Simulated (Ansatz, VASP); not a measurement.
## Al7N8 (a cell with a defect) in VASP and in Ansatz

```
Al N
1.0
    -4.40317    0.00000    4.40317
    -4.40317   -4.40317    0.00000
     0.00000   -4.40317    4.40317
Al N
7 8
Direct
  0.03616 0.71384 0.53616
  0.02164 0.47539 0.02758
  0.99041 0.02746 0.95467
  0.52758 0.47539 0.52164
  0.45467 0.02746 0.49041
  0.50186 0.51444 0.00186
  0.50186 0.98184 0.00186
  0.36524 0.40426 0.38236
  0.36524 0.84814 0.38236
  0.39433 0.35567 0.89433
  0.36255 0.88745 0.86255
  0.88733 0.36267 0.38733
  0.82641 0.92359 0.32641
  0.88236 0.40426 0.86524
  0.88236 0.84814 0.86524
```

Change from the starting cell: atom 1 (Al) set half-way to the vacancy, atoms relaxed in the symmetry of that start.

Alike in both runs: functional PBE; k mesh 4 × 4 × 4; occupations gaussian, width 0.05 eV; no spin polarisation.

Ansatz relaxed the structure, and its values are those at the end. VASP's run is a single point on that final structure, the one shown.

|  | VASP | Ansatz |
| --- | --- | --- |
| version | VASP 6.6.1 | Ansatz 0.2.0 |
| potentials or method | VASP PAW PBE potentials, release 64 (Al, N) | scalar-relativistic, plane waves, PAW |
| plane-wave cutoff (eV) | 520 | 420 |
| valence electrons in the cell | 61 | 61 |

Ansatz gave:

| Item | Value |
| --- | --- |
| gap on the k mesh at the Fermi level (eV) | none |
| pressure (GPa) | -4.4 |
| rms of the force components (eV/Å) | 0.002 |

Which values does VASP return?

gap on the k mesh at the Fermi level (eV): none; pressure (GPa): -4.7; rms of the force components (eV/Å): 0.004.

A gap of «none» marks a metal or a gap that the smearing closes. The functional is the same, so the differences come from potentials, cutoffs and numerics. Ansatz warned: «stress_scf_threshold_loose».
